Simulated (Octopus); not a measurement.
Te2Pt (Moncheite), 3 atoms in the cell. It takes space group P-3m1 (No. 164, trigonal). The conventional cell has a = 4.010 Å, b = 4.010 Å, c = 5.201 Å, α = 90.00°, β = 90.00°, γ = 120.00°. Around Pt (site symmetry -3m) lie 6 Te at 2.66 Å. Te (site symmetry 3m) is surrounded by 3 Pt at 2.66 Å. 

| Item | Value |
| --- | --- |
| Program | Octopus 16.4 |
| Task | single point |
| Functional | PBEsol |
| Potentials or basis | pseudodojo_pbesol (PseudoDojo 0.4, PBEsol) |
| Grid spacing | 0.125 × 0.125 × 0.124 Å |
| k mesh | 8 × 8 × 5 |
| Occupations | fermi-dirac, width 0.05 eV |
| Spin | no spin polarisation |
| Eigensolver | chebyshev_filter |
| k-point symmetries used | yes |
| ConvRelDens | 3e-07 |
| ExtraStates | 9 |
| DerivativesOrder | 8 |

Potentials or basis: pseudodojo_pbesol (PseudoDojo 0.4, PBEsol).

Command:

```bash
$ OMP_NUM_THREADS=1 octopus > out.log
```

Hardware: 1 thread of Arm Neoverse V1 (shared host).

Task: Estimate the wall time of this run.

Result: Wall time 18 min on 1 thread of Arm Neoverse V1 (shared host), peak memory 2.4 GiB. Counts: scf iterations 15, k points 40, grid 43008, bands 34.
